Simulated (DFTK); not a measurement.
# BN: band structure with PBEsol

**Experimental background.**

From a printed reference work, monograph, for a bulk crystal of BN at 300 K: band gap 6.4 eV (indirect).

Crystal: BN.

```xyz
2
Lattice="0.0000 1.8130 1.8130 1.8130 0.0000 1.8130 1.8130 1.8130 0.0000" Properties=species:S:1:pos:R:3 pbc="T T T"
N     0.9065    0.9065    0.9065
B     0.0000    0.0000    0.0000
```

The cell is a database's computed one.

| Item | Value |
| --- | --- |
| Program | DFTK 0.8.2 |
| Task | band structure |
| Functional | PBEsol |
| Potentials or basis | SPMS 1.0 (PBE) |
| Cutoff | 1225 eV |
| k mesh | 13 × 13 × 13 |
| Occupations | fermi-dirac, width 0.05 eV |
| Spin | no spin polarisation |
| Valence electrons | B 3, N 5 |
| SCF tolerance on the density | 1e-06 |

```json
{"Pressure": "-6.0 GPa", "Band gap on the k mesh": "4.38 eV, indirect (least direct gap 8.78 eV)", "Band gap along the path": "4.30 eV, indirect (least direct gap 8.78 eV)"}
```

Levels at the corners of the path, in eV from the valence-band top:
```tsv
point	band 1	band 2	band 3	band 4	band 5	band 6	band 7	band 8	band 9
Γ	-20.19	0.00	0.00	0.00	8.78	8.78	8.78	10.07	24.31
X	-14.59	-8.92	-4.90	-4.90	4.30	9.10	17.75	17.75	20.45
W	-14.28	-7.58	-6.98	-6.52	9.43	13.17	14.36	14.53	19.05
K	-14.51	-8.13	-7.68	-4.07	6.76	12.73	15.70	16.50	18.44
Γ	-20.19	0.00	0.00	0.00	8.78	8.78	8.78	10.07	24.31
L	-15.96	-10.71	-1.93	-1.93	9.98	10.64	10.64	14.99	23.06
U	-14.51	-8.13	-7.68	-4.07	6.76	12.73	15.70	16.50	18.44
W	-14.28	-7.58	-6.98	-6.52	9.43	13.17	14.36	14.53	19.05
L	-15.96	-10.71	-1.93	-1.93	9.98	10.64	10.64	14.99	23.06
K	-14.51	-8.13	-7.68	-4.07	6.76	12.73	15.70	16.50	18.44
U	-14.51	-8.13	-7.68	-4.07	6.76	12.73	15.70	16.50	18.44
X	-14.59	-8.92	-4.90	-4.90	4.30	9.10	17.75	17.75	20.45
```

Run time: 4.8 min on 1 thread of Intel(R) Xeon(R) Processor @ 2.50GHz (Skylake/Cascade Lake), on a shared host, peak memory 1.8 GiB.

Against the measured gap of BN, 6.4 eV (indirect; 300 K; a printed reference work, monograph), the calculated 4.30 eV is off by -2.10 eV. The value is that of PBEsol, without temperature or zero-point motion. Semilocal functionals fall short of measured gaps as a rule. The cell is a database's relaxed one, not the measured one, which moves gaps too.

Caveat: the potentials were made for another functional, which shifts forces and pressure.
